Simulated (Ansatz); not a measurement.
## Strain and the gap of RbBr (zincblende)

Zincblende RbBr, relaxed with r2SCAN in Ansatz 0.2.0. Space group F-43m (No. 216), cubic; a = 7.739 Å in the conventional setting, 57.94 Å³ an atom. Rb is surrounded by 4 Br at 3.35 Å; Br is surrounded by 4 Rb at 3.35 Å.

The axes x, y and z are those of this cell:
```
CELL_PARAMETERS angstrom
0.00000 3.86950 3.86950
3.86950 0.00000 3.86950
3.86950 3.86950 0.00000
ATOMIC_POSITIONS crystal
Rb 0.00000 0.00000 0.00000
Br 0.25000 0.25000 0.25000
```

Unstrained: The PBE gap is indirect, 4.075 eV (X to Γ), below the direct gap of 4.163 eV at Γ. The r2SCAN gap is indirect, 4.649 eV (X to Γ), below the direct gap of 4.734 eV at Γ. The HSE06 gap is indirect, 5.172 eV (X to Γ), below the direct gap of 5.261 eV at Γ. Meshes: PBE 6×6×6, r2SCAN 6×6×6, HSE06 4×4×4. Strains are changes of length per length, and xy shears are angles. After each strain the atoms were relaxed again with r2SCAN within the symmetry that the strain leaves, so tilts or polar shifts that break it weren't tested; points keep the names that they have in the unstrained zone. No spin polarisation. The prototype was imposed, so other structures may be more stable.

Changes of the least gap in eV (an overlap counts as a negative gap):
```csv
strain,volume change (%),space group,PBE,r2SCAN,HSE06,"energy rise, r2SCAN (meV/atom)"
"xy shear, engineering strain (angle) -1.56 %",0.0,Imm2,-0.008,-0.008,-0.008,0.1
uniaxial +2.26 % along x,+2.3,I-4m2,-0.040,-0.032,-0.043,0.8
"epitaxial -0.71 % in the plane normal to [111], free normal strain +0.70 %",-0.7,R3m,+0.005,+0.003,+0.006,0.2
```

Xy shear, engineering strain (angle) -1.56 %. HSE06: the gap goes from 5.172 to 5.164 eV (-0.008 eV). Stress change with r2SCAN, compression positive: xx 0.00, yy 0.00, zz 0.00, xy +0.03 GPa.

Uniaxial +2.26 % along x, other directions held. HSE06: the gap goes from 5.172 to 5.129 eV (-0.043 eV). Stress change with r2SCAN, compression positive: xx -0.20, yy -0.18, zz -0.18 GPa.

Epitaxial -0.71 % in the plane normal to [111], free normal strain +0.70 %. HSE06: the gap goes from 5.172 to 5.178 eV (+0.006 eV). Stress change with r2SCAN, compression positive: xx +0.06, yy +0.06, zz +0.06 GPa.

Spin-orbit coupling is left out.

The meshes of the hybrids are coarse, so their gaps aren't converged to the digits shown.
